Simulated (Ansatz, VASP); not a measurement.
## Al in VASP and in Ansatz

```
CELL_PARAMETERS angstrom
0.00000 2.02398 2.02398
2.02398 0.00000 2.02398
2.02398 2.02398 0.00000
ATOMIC_POSITIONS crystal
Al 0.00000 0.00000 0.00000
```

Alike in both runs: task relaxation of cell and atoms; functional PBEsol; k mesh 18 × 18 × 18; occupations gaussian, width 0.1 eV; no spin polarisation.

|  | VASP | Ansatz |
| --- | --- | --- |
| version | VASP 6.6.1 | Ansatz 0.2.0 |
| potentials or method | VASP PAW PBE potentials, release 64 (Al) | scalar-relativistic, plane waves, PAW |
| plane-wave cutoff (eV) | 600 | 420 |
| valence electrons in the cell | 3 | 3 |

|  | VASP | Ansatz | Ansatz less VASP |
| --- | --- | --- | --- |
| gap on the k mesh at the Fermi level, each at its own relaxed structure (eV) | none | none | - |
| relaxed volume (Å³/atom) | 16.19 | 16.18 | -0.012 |
| relaxed cell length with the largest relative difference (Å) | 2.840 | 2.839 | -0.0007 |
| energy change over the relaxation (meV/atom) | -2 | -2 | -0.2 |

A gap of «none» marks a metal or a gap that the smearing closes. Ansatz warned: «pseudo_functional_mismatch».

Caveats: the PAW data sets were made with another functional, which shifts forces and pressure a little (VASP).
